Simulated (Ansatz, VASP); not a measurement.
This is a calculation of Mg (Magnesium) for VASP 6.6.1. 

INCAR

```
PREC = Accurate
ENCUT = 520
EDIFF = 1E-7
ISMEAR = 0
SIGMA = 0.017
LREAL = False
LASPH = True
NELM = 80
ALGO = Fast
ISIF = 2
LWAVE = False
LCHARG = True
GGA = PE
LELF = True
LVHAR = True
NBANDS = 9
```

The input KPOINTS:

```
Automatic mesh
0
Gamma
  10 10 5
```

POSCAR

```
Mg
1.0
    3.2093000000      0.0000000000      0.0000000000
   -1.6046500000      2.7793353284      0.0000000000
    0.0000000000      0.0000000000      5.2103000000
Mg
2
Direct
    0.6666666667      0.3333333333      0.7500000000
    0.3333333333      0.6666666667      0.2500000000
```

Potentials or basis: VASP PAW PBE potentials, release 64 (Mg).

Run with:

```console
$ cat potpaw_PBE.64/Mg/POTCAR > POTCAR
$ mpirun -np 1 vasp_std > vasp.out
```

**Question.** What does the same run look like in Ansatz 0.2.0? Potentials or basis there: Ansatz PAW, cutoff 420 eV.

**Answer.** As run (cutoffs and basis follow the program's own potentials, and thresholds, step limits or extra output files can differ):

File input.yaml:

```yaml
crystal:
  lattice:
    - [3.2093, 0.0, 0.0]
    - [-1.60465, 2.7793353284, 0.0]
    - [0.0, 0.0, 5.2103]
  atoms:
    - { symbol: Mg, position: [0.6666666667, 0.3333333333, 0.75] }
    - { symbol: Mg, position: [0.3333333333, 0.6666666667, 0.25] }
hamiltonian:
  xc: pbe
  pseudopotentials: { kind: paw }
kpoints:
  mp_grid: { grid: [10, 10, 5] }
scf:
  occupations: { method: gaussian, width: 0.017 }
output:
  forces: true
  stress: true
  eigenvalues: true
  write_density: true
  write_potential: true
  elf: true
  volumetric_format: npy
```

Potentials or basis: Ansatz PAW.

Launch:

```sh
$ ansatz run input.yaml --threads 2 --pin off --max-ram 5632MiB --backend cpu --events-out ev --progress --plain --runs-dir out
```

Both were run:

|  | VASP | Ansatz |
| --- | --- | --- |
| Pressure | -0.6 GPa | -0.4 GPa |

Ansatz's pressure holds a Pulay term of +0.00 GPa for its cutoff of 420 eV, which the other run lacks.

The potentials hold 4 and 20 valence electrons a cell.

Where Ansatz's input types no cutoff or centring, it takes its own default and a Γ-centred mesh.

Pressure is positive in compression.
